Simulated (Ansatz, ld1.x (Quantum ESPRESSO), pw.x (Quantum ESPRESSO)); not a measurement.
**Hg: one change to the TM potential, in the atom and in the fcc crystal**

ld1.x (Quantum ESPRESSO) 7.5 input, shortened:

```
&input
   title='Hg', zed=80., rel=1, dft='PBE', iswitch=3,
   config='[Xe] 4f14 5d10 6s2 6p0'
 /
 &inputp
   pseudotype=2, tm=.true., lloc=0,
   nlcc=.false.
 /
3
6P  2  1   0.00   0.00  3.05  3.05  0.0
5D  3  2  10.00   0.00  1.55  1.55  0.0
6S  1  0   2.00   0.00  2.30  2.30  0.0
 &test
   configts(1)='5d10 6s2 6p0'
 /
```

Change: type ultrasoft; waves now 6s (bound): rcut 2.00, rcutus 2.30 bohr; 6s channel at 2.3 Ry: rcut 2.00, rcutus 2.30 bohr; 6p (bound): rcut 2.65, rcutus 3.05 bohr; 6p channel at 0.5 Ry: rcut 2.65, rcutus 3.05 bohr; 5d (bound): rcut 1.35, rcutus 1.55 bohr; 5d channel at 0.1 Ry: rcut 1.35, rcutus 1.55 bohr; local potential all-electron potential smoothed inside 1.50 bohr (lloc = -1); augmentation PSQ, inside the norm-conserving radii.

Cutoffs, loose and tight: the cutoffs (Ry, on a coarse ladder) from which the occupation-weighted sum of valence levels, in a spherical-Bessel basis at the reference potential, stays within 10 and 1 mRy of its value at 400 Ry. They do not see the model core or the augmentation charge, which bear on the density cutoff. Test errors are all-electron minus pseudo excitation energies from the reference, over the configurations 5d10 6s1 6p0; 5d10 6s0 6p0; 5d9 6s0 6p0; 5d10 6s1.5 6p0; 5d10 6s0 6p1; 5d9 6s2 6p0; 5d10 6s0 6p2; variants that change the core or the reference have their own tests.

Crystal test: fcc Hg in pw.x 7.5, no spin, 11³ k-points, Fermi–Dirac smearing 0.01 Ry, cutoffs set for each file from its atomic test. The reference is all-electron LAPW (Ansatz 0.2.0) with the same functional, mesh and smearing; V0 and B0 come from Birch–Murnaghan fits to the pressures at five volumes. Errors are pseudo minus all-electron; Δ is the rms difference of the E(V) curves that follow from these fits, minima aligned, over ±6 % about the mean V0. Mesh and smearing are coarse, so the numbers serve the comparison and aren't converged zero-temperature values; the lattice is a test structure that the element need not adopt.

All-electron: a0 = 4.988 Å (V0 = 31.03 Å³/atom), B0 = 3.7 GPa.

Task: Does the change bring the crystal closer to the all-electron result?

Result: The mean pressure error goes from +0.14 to -57.99 GPa, so the change moves the solid further from the all-electron pressures. At 80 % of its cutoff the pressure of the base moves by -0.21 GPa.

| quantity | base | changed |
| --- | --- | --- |
| outcome (atom) | generated | generated |
| cutoff, loose (atom) | 50 Ry | 45 Ry |
| cutoff, tight (atom) | 80 Ry | 80 Ry |
| bound ghosts (atom) | none | s, p |
| largest test error (meV) (atom) | -60 | +50 |
| cutoffs in pw.x (Ry) | 100/400 | 100/800 |
| a0 (Å) | 5.040 | – |
| a0 error (%) | +1.04 | – |
| B0 error (%) | +15.3 | – |
| Δ (meV/atom) | 0.9 | – |
| mean pressure error (GPa) | +0.14 | -57.99 |

A dash: not determined, or the minimum lies outside the volumes sampled.

Base: This is a poor potential for the solid. Changed file: This is a poor potential for the solid. The pseudo pressure rises with volume over the whole range, a mechanical instability. Note: ghost states, extra bound levels that the all-electron valence spectrum of the same l lacks: s at -190.7 eV, p at -64.1 eV. A true bound ghost makes a file unfit for plane-wave use. The atomic cutoffs weigh occupied waves only.
